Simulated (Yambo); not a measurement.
**GaP in Yambo: convergence with bands in self energy**

Crystal: GaP.

```
Ga P
1.0
     0.00000    2.72525    2.72525
     2.72525    0.00000    2.72525
     2.72525    2.72525    0.00000
Ga P
1 1
Direct
  0.00000 0.00000 0.00000
  0.75000 0.75000 0.75000
```

- Program: Yambo 5.3.0
- Task: G0W0 quasiparticle levels
- Functional: PBEsol
- Potentials or basis: PseudoDojo 0.4.1 SR PBEsol standard
- Cutoff: 762 eV
- Density cutoff: 3048 eV
- k mesh: 6 × 6 × 6
- Occupations: fixed
- Spin: no spin polarisation
- k mesh of the self-consistent run: 8 × 8 × 8
- Random integration of the Coulomb term: yes
- Direction of the field or of q to 0: x + y + z
- Broadening: 0.1 eV
- States corrected: Γ and the k points of the band edges
- Frequency dependence of W: plasmon pole
- Terminator of the band sum in the self-energy: none
- Quasiparticle equation: linearised (Newton)
- Imaginary frequency of the plasmon-pole fit: 27.2114 eV
- Bands in the response: 109
- Bands in the self-energy: 14
- Cutoff of the response matrix: 5 Ry
- Cutoff of exchange and Vxc: 56 Ry
- Bands corrected (first, last): [7, 11]

These are the settings of the first run; the series varies bands in self energy, with any setting tied to it.

The values tried are 14, 19, 29, 49, 109, loosest first. From which on does the quasiparticle gap at the points computed stay within 0.05 eV of the tightest run that finished?

From 49 on.

```csv
bands in self energy,quasiparticle gap at the points computed (eV)
14,1.747
19,1.819
29,1.873
49,1.923
109,1.957
```

The tightest run that finished is the yardstick and may itself not be fully converged.

Caveat, for the tightest run too: the potentials hold a filled d shell without the s and p states of that shell, which can shift GW gaps by tenths of an eV, either way; this version prints the column dSc/dw multiplied by 27.2.
